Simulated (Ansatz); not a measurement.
ZrN, DFT, PBEsol, PAW with Ansatz's default frozen-core files, scalar-relativistic (Ansatz 0.2.0), run on 1 thread of Arm Neoverse V1 on a shared host.

The geometry is COD entry 4303945, unchecked; take it as a test cell. The listed cell was then made from it by scaling, straining or moving an atom.

Command: `ansatz run input.yaml --threads 1 --pin off --max-ram 3072MiB --backend cpu --events-out ev --progress --plain --runs-dir out`

```yaml
crystal:
  lattice:
    - [0.0, 2.3070723, 2.28423]
    - [2.3070723, 0.0, 2.28423]
    - [2.3070723, 2.3070723, 0.0]
  atoms:
    - { symbol: Zr, position: [0.0, 0.0, 0.0] }
    - { symbol: "N", position: [0.5, 0.5, 0.5] }
kpoints:
  mp_grid: { grid: [9, 9, 9] }
scf:
  occupations: { method: fermi_dirac, width: 0.01 }
hamiltonian:
  xc: pbesol
  pseudopotentials: { kind: paw }
output:
  forces: true
  stress: true
  eigenvalues: true
  efg: { contact_densities: true }
```

(1) How large is the problem that the program sets up?

(2) Estimate the wall time and the peak memory.

(3) And the same cell and mesh by crystal-made all-electron datasets, asked for forces, stress, eigenvalues, efg, on the same hardware?

Answers

(1) 75 irreducible k-points, 499 plane waves at Γ, 13 bands.

(2) 3.1 s of wall time for 6 SCF iterations, with a peak of 0.34 GiB. Times on shared machines scatter by tens of per cent.

(3) 7.2 s, peak memory 0.4 GiB.
